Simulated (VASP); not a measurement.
# Ge (I4_1/amd) in VASP: notebook

Runs on Ge. Level: LDA. Tasks: relaxation of cell and atoms.

All numbers are computed with VASP 6.6.1; they aren't measurements. Logs are shortened: lines on timing, memory, paths and dates and some standing lists are left out, and cuts for length are marked.

## (1) The structure

The structure is tetragonal, space group I4_1/amd (No. 141). Conventional cell: a = 5.149 Å, b = 5.149 Å, c = 2.795 Å, α = 90.00°, β = 90.00°, γ = 90.00°. Ge (site symmetry -4m2) has 6 Ge at 2.67 to 2.79 Å as nearest neighbours.

This isn't the form of Ge at room conditions, which is diamond.

## (2) Relaxation of cell and atoms, LDA, target pressure 9.8 GPa, at which the enthalpy is minimised

Contents of INCAR:

```
  PREC = Accurate
  ENCUT = 350
  EDIFF = 1E-7
  ISMEAR = 0
  SIGMA = 0.02
  LREAL = False
  LASPH = True
  NELM = 80
  ALGO = Fast
  ISIF = 3
  LWAVE = False
  LCHARG = False
  GGA = CA
  IBRION = 2
  NSW = 80
  EDIFFG = -0.002
  PSTRESS = 98.0
```

Contents of KPOINTS:

```
Automatic mesh
0
Gamma
  6 6 6
```

Contents of POSCAR:

```
Ge
1.0
   -2.5744897200      2.5744897200      1.3974126400
    2.5744897200     -2.5744897200      1.3974126400
    2.5744897200      2.5744897200     -1.3974126400
Ge
2
Direct
    0.2500000000      0.7500000000      0.5000000000
    0.5000000000      0.5000000000      0.0000000000
```

Potentials or basis: VASP PAW LDA potentials, release 64 (Ge_d).

Run with:

```console
cat potpaw_LDA.64/Ge_d/POTCAR > POTCAR
mpirun -np 1 vasp_std > vasp.out
```

OUTCAR:

```text
PREC = Accurate
   ENCUT = 350
   EDIFF = 1E-7
   ISMEAR = 0
   LREAL = False
   LASPH = True
   NELM = 80
   ISIF = 3
   GGA = CA
   IBRION = 2
   NSW = 80
   EDIFFG = -0.002
   PSTRESS = 98.0

 ion  position               nearest neighbor table
   1  0.250  0.750  0.500-   2 2.67   2 2.67   2 2.67   2 2.67
   2  0.500  0.500  0.000-   1 2.67   1 2.67   1 2.67   1 2.67

  LATTYP: Found a body centered tetragonal cell.
 ALAT       =     5.1489794400
 C/A-ratio  =     0.5427920839

  Lattice vectors:

 A1 = (  -2.5744897200,   2.5744897200,   1.3974126400)
 A2 = (   2.5744897200,  -2.5744897200,   1.3974126400)
 A3 = (   2.5744897200,   2.5744897200,  -1.3974126400)

Analysis of symmetry for initial positions (statically):
=====================================================================
 Subroutine PRICEL returns:
 Original cell was already a primitive cell.

 Routine SETGRP: Setting up the symmetry group for a
 body centered tetragonal supercell.

 Subroutine GETGRP returns: Found 16 space group operations
 (whereof  8 operations were pure point group operations)
 out of a pool of 16 trial point group operations.

The static configuration has the point symmetry D_2d.
 The point group associated with its full space group is D_4h.

Analysis of symmetry for dynamics (positions and initial velocities):
=====================================================================
 Subroutine PRICEL returns:
 Original cell was already a primitive cell.

 Routine SETGRP: Setting up the symmetry group for a
 body centered tetragonal supercell.

 Subroutine GETGRP returns: Found 16 space group operations
 (whereof  8 operations were pure point group operations)
 out of a pool of 16 trial point group operations.

The dynamic configuration has the point symmetry D_2d.
 The point group associated with its full space group is D_4h.

 Subroutine INISYM returns: Found 16 space group operations
 (whereof  8 operations are pure point group operations),
 and found     1 'primitive' translations

----------------------------------------------------------------------------------------

                                     Primitive cell

  volume of cell :      37.0482

  direct lattice vectors                    reciprocal lattice vectors
    -2.574489720  2.574489720  1.397412640     0.000000000  0.194213244  0.357804120
     2.574489720 -2.574489720  1.397412640     0.194213244  0.000000000  0.357804120
     2.574489720  2.574489720 -1.397412640     0.194213244  0.194213244  0.000000000

  length of vectors
     3.899840602  3.899840602  3.899840602     0.407114938  0.407114938  0.274659004

  position of ions in fractional coordinates (direct lattice)
     0.250000000  0.750000000  0.500000000
     0.500000000  0.500000000  0.000000000

  ion indices of the primitive-cell ions
   primitive index   ion index
                 1           1
                 2           2

----------------------------------------------------------------------------------------

 KPOINTS: Automatic mesh

Automatic generation of k-mesh.
 Grid dimensions read from file:
 generate k-points for:    6    6    6

 Generating k-lattice:

  Cartesian coordinates                     Fractional coordinates (reciprocal lattice)
     0.000000000  0.032368874  0.059634020     0.166666667  0.000000000  0.000000000
     0.032368874  0.000000000  0.059634020     0.000000000  0.166666667  0.000000000
     0.032368874  0.032368874  0.000000000     0.000000000  0.000000000  0.166666667

  Length of vectors
     0.067852490  0.067852490  0.045776501

  Shift w.r.t. Gamma in fractional coordinates (k-lattice)
     0.000000000  0.000000000  0.000000000

 Subroutine IBZKPT returns following result:
 ===========================================

 Found     30 irreducible k-points:

 Following reciprocal coordinates:
            Coordinates               Weight
  0.000000  0.000000  0.000000      1.000000
  0.166667  0.000000 -0.000000      8.000000
  0.333333 -0.000000  0.000000      8.000000
  0.500000  0.000000 -0.000000      4.000000
  0.166667  0.166667 -0.000000      8.000000
  0.333333  0.166667  0.000000     16.000000
[... 16 lines left out ...]
 -0.333333 -0.333333  0.166667      8.000000
 -0.166667 -0.333333  0.166667      8.000000
 [... further k-points ...]
   k-points           NKPTS =     30   k-points in BZ     NKDIM =     30   number of bands    NBANDS=     18
   number of dos      NEDOS =    301   number of ions     NIONS =      2
   total plane-waves  NPLWV =  13824
   dimension x,y,z NGX =    24 NGY =   24 NGZ =   24
   dimension x,y,z NGXF=    48 NGYF=   48 NGZF=   48
   ions per type =               2
   NGX,Y,Z   is equivalent  to a cutoff of  10.23, 10.23, 10.23 a.u.
   NGXF,Y,Z  is equivalent  to a cutoff of  20.46, 20.46, 20.46 a.u.
 SYSTEM =  unknown system
   PREC   = accura    normal or accurate (medium, high low for compatibility)
   ISTART =      0    job   : 0-new  1-cont  2-samecut
   ICHARG =      2    charge: 1-file 2-atom 10-const
   ISPIN  =      1    spin polarized calculation?
   LNONCOLLINEAR =      F non collinear calculations
   LSORBIT =      F    spin-orbit coupling
   LASPH  =      T    aspherical Exc in radial PAW
   ENCUT  =  350.0 eV  25.72 Ry    5.07 a.u.   5.95  5.95  5.95*2*pi/ulx,y,z
   NELM   =     80;   NELMIN=  2; NELMDL= -5     # of ELM steps
   EDIFF  = 0.1E-06   stopping-criterion for ELM
   LREAL  =      F    real-space projection
   EDIFFG = -.2E-02   stopping-criterion for IOM
   NSW    =     80    number of steps for IOM
   IBRION =      2    ionic relax: 0-MD 1-quasi-New 2-CG
   NFREE  =      1    steps in history (QN), initial steepest desc. (CG)
   ISIF   =      3    stress and relaxation
   ISYM   =      2    0-nonsym 1-usesym 2-fastsym
   POTIM  = 0.5000    time-step for ionic-motion
   TEBEG  =    0.0;   TEEND  =   0.0 temperature during run
   PSTRESS=   98.0 pullay stress
   NELECT =      28.0000    total number of electrons
   NUPDOWN=      -1.0000    fix difference up-down
   EMIN   =  10.00;   EMAX   =-10.00  energy-range for DOS
   EFERMI =   0.00;   METHOD = LEGACY
   ISMEAR =     0;   SIGMA  =   0.02  broadening in eV -4-tet -1-fermi 0-gaus
   EFERMI_NEDOS =   21; number of points for ismear=-14 and -15
   IALGO  =     68    algorithm
   IMIX   =      4    mixing-type and parameters
     AMIX     =   0.40;   BMIX     =  1.00
     AMIX_MAG =   1.60;   BMIX_MAG =  1.00
  volume/ion in A,a.u.               =      18.52       125.01
  Fermi-wavevector in a.u.,A,eV,Ry     =   1.491209  2.817976 30.255333  2.223704
  Thomas-Fermi vector in A             =   2.603893
   LORBIT       =      0    0 simple, 1 ext, 2 COOP (PROOUT), +10 PAW based schemes
   GGA     = CA    functional components
   LHFCALC =     F    Hartree Fock is set to
   AEXX    =    0.0000 exact exchange contribution
   IVDW    =     0    specifies the selected vdW correction
   LEPSILON=     F    determine dielectric tensor
   LRPA    =     F    only Hartree local field effects (RPA)
 conjugate gradient relaxation of ions
 non-spin polarized calculation
 RMM-DIIS sequential band-by-band and
 Gauss-broadening in eV      SIGMA  =   0.02
  energy-cutoff  :      350.00
  volume of cell :       37.05
 maximum number of plane-waves:       562
   NGX = 11   NGY = 11   NGZ = 11

--------------------------------------- Ionic step        1  -------------------------------------------

 number of electron      28.0000042 magnetization

 Free energy of the ion-electron system (eV)
  ---------------------------------------------------
  ext. energy  EPLUGINS =         0.00000000
  ---------------------------------------------------
  free energy    TOTEN  =       -10.00739926 eV

  energy without entropy =      -10.00706080  energy(sigma->0) =      -10.00723003

------------------------ aborting loop because EDIFF is reached ----------------------------------------

  FORCE on cell =-STRESS in cart. coord.  units (eV):
  Direction    XX          YY          ZZ          XY          YZ          ZX
  --------------------------------------------------------------------------------------
  -------------------------------------------------------------------------------------
  Total       -0.5177202     -0.5177202     -0.8440189      0.0000000      0.0000000     -0.0000000
  in kB      -22.3892084    -22.3892084    -36.5002456      0.0000000      0.0000000     -0.0000000
  external PRESSURE =    -125.0928875 kB  Pullay stress =      98.0000000 kB
[... 93 lines left out ...]
  FREE ENERGIE OF THE ION-ELECTRON SYSTEM (eV)
  ---------------------------------------------------
  free  energy   TOTEN  =        -9.9282934862 eV

  energy  without entropy=       -9.9279326119  energy(sigma->0) =       -9.92811305

  enthalpy is  TOTEN    =        -7.9384735078 eV   P V=        1.9898199783

[... ionic steps 4 to 13 ...]

--------------------------------------- Ionic step       14  -------------------------------------------

 number of electron      27.9999996 magnetization

------------------------ aborting loop because EDIFF is reached ----------------------------------------

  FORCE on cell =-STRESS in cart. coord.  units (eV):
  Direction    XX          YY          ZZ          XY          YZ          ZX
  --------------------------------------------------------------------------------------
  -------------------------------------------------------------------------------------
  Total        1.9777458      1.9777458      1.9797231      0.0000000      0.0000000      0.0000000
  in kB       97.7527038     97.7527038     97.8504359      0.0000000      0.0000000      0.0000000
  external PRESSURE =      -0.2147188 kB  Pullay stress =      98.0000000 kB
[... 61 lines left out ...]
  enthalpy is  TOTEN    =        -7.9431136787 eV   P V=        1.9827406578

--------------------------------------- Ionic step       16  -------------------------------------------

 number of electron      27.9999996 magnetization

 Free energy of the ion-electron system (eV)
  ---------------------------------------------------
  ext. energy  EPLUGINS =         0.00000000
  ---------------------------------------------------
  free energy    TOTEN  =        -9.92564489 eV

  energy without entropy =       -9.92520583  energy(sigma->0) =       -9.92542536

 E-fermi :   8.2046     XC(G=0): -12.3069

 val. band max:        8.1883918285   @ k =   0.3333   0.1667   0.0000
 cond. band min:       8.2463601463   @ k =  -0.1667   0.3333   0.1667
 fundamental gap:      0.0579683177
 Fermi energy:         8.2046124440

 k-point     1 :       0.0000    0.0000    0.0000
  band No.  band energies     occupation
      1     -16.8994      2.00000
      2     -16.8572      2.00000
      3     -16.8180      2.00000
      4     -16.8012      2.00000
      5     -16.6336      2.00000
      6     -16.6336      2.00000
[... 10 lines left out ...]
     17      16.3225      0.00000
     18      17.6702      0.00000
[... 466 lines left out ...]
      2     -16.7746      2.00000
      3     -16.7571      2.00000
      4     -16.7144      2.00000
      5     -16.7110      2.00000
      6     -16.6930      2.00000
[... 10 lines left out ...]
     17      11.6658      0.00000
     18      13.2747      0.00000

 [... further k-points ...]
[... 5 lines left out ...]
  --------------------------------------------------------------------------------------
  -------------------------------------------------------------------------------------
  Total        1.9798543      1.9798543      1.9860336      0.0000000      0.0000000     -0.0000000
  in kB       97.8676756     97.8676756     98.1731289      0.0000000      0.0000000     -0.0000000
  external PRESSURE =      -0.0305066 kB  Pullay stress =      98.0000000 kB
[... 17 lines left out ...]
  FREE ENERGIE OF THE ION-ELECTRON SYSTEM (eV)
  ---------------------------------------------------
  free  energy   TOTEN  =        -9.9256448938 eV

  energy  without entropy=       -9.9252058336  energy(sigma->0) =       -9.92542536

  enthalpy is  TOTEN    =        -7.9431137195 eV   P V=        1.9825311743

 reached required accuracy - stopping structural energy minimisation
```

It took 1.9 min on 1 thread of Intel Xeon Platinum 8259CL at 2.50GHz (Skylake/Cascade Lake), shared host; peak memory 0.13 GiB.

The run converged, but some of its settings lie outside the range that counts as converged, so its numbers aren't taken as properties of the crystal.

Results:

| Quantity | Value |
| --- | --- |
| Free energy | -9.9256 eV |
| Relaxed volume | 16.21 Å³/atom |
| Relaxed cell | a = 3.745 Å, b = 3.745 Å, c = 3.745 Å, α = 97.12°, β = 97.12°, γ = 138.77° |
| Space group after relaxing (to 0.05 Å) | I4_1/amd (No. 141) |
| Energy change on relaxing (the enthalpy is what falls) | +40.9 meV/atom |
| Ionic steps | 16 |
| Band gap on the k mesh | none (metal or under the smearing width) |

Caveat: the k mesh is coarse (spacing up to 0.43 Å⁻¹), so the values aren't converged; the cutoff is under 1.25 times the usual one of these potentials, so pressure, stress and relaxed cells hold a basis-set (Pulay) error; the cell is relaxed towards a set pressure, so the enthalpy falls and the energy may rise.

## (3) Relaxation of cell and atoms, LDA, target pressure 9.8 GPa, at which the enthalpy is minimised

This run uses another cell than the first one, of 16.21 Å³/atom, 0.875 times its volume.

INCAR is that of step 2.

KPOINTS is that of step 2.

Contents of POSCAR:

```
Ge                                      
1.0
   -2.4788903019      2.4788903019      1.3186511677
    2.4788903019     -2.4788903019      1.3186511677
    2.4788903019      2.4788903019     -1.3186511677
  Ge            
     2
Direct
     0.2500000000000000    0.7500000000000000    0.5000000000000000
     0.5000000000000000    0.5000000000000000    0.0000000000000000
```

Potentials or basis: VASP PAW LDA potentials, release 64 (Ge_d).

Run with:

```console
cat potpaw_LDA.64/Ge_d/POTCAR > POTCAR
mpirun -np 1 vasp_std > vasp.out
```

Wall time 42 s (1 thread of Intel Xeon Platinum 8259CL at 2.50GHz (Skylake/Cascade Lake), shared host); peak memory 0.13 GiB.

The run converged, but some of its settings lie outside the range that counts as converged, so its numbers aren't taken as properties of the crystal.

What came out:

```yaml
Free_energy: -9.9244 eV
Relaxed_volume: 16.25 Å³/atom
Relaxed_cell: a = 3.748 Å, b = 3.748 Å, c = 3.748 Å, α = 97.12°, β = 97.12°, γ = 138.76°
Space_group_after_relaxing_to_0.05_Å: I4_1/amd (No. 141)
Energy_change_on_relaxing_the_enthalpy_is_what_falls: -2.4 meV/atom
Ionic_steps: 7
Band_gap_on_the_k_mesh: none (metal or under the smearing width)
```

Caveat: the k mesh is coarse (spacing up to 0.45 Å⁻¹), so the values aren't converged; the cutoff is under 1.25 times the usual one of these potentials, so pressure, stress and relaxed cells hold a basis-set (Pulay) error; the cell is relaxed towards a set pressure, so the enthalpy falls and the energy may rise.
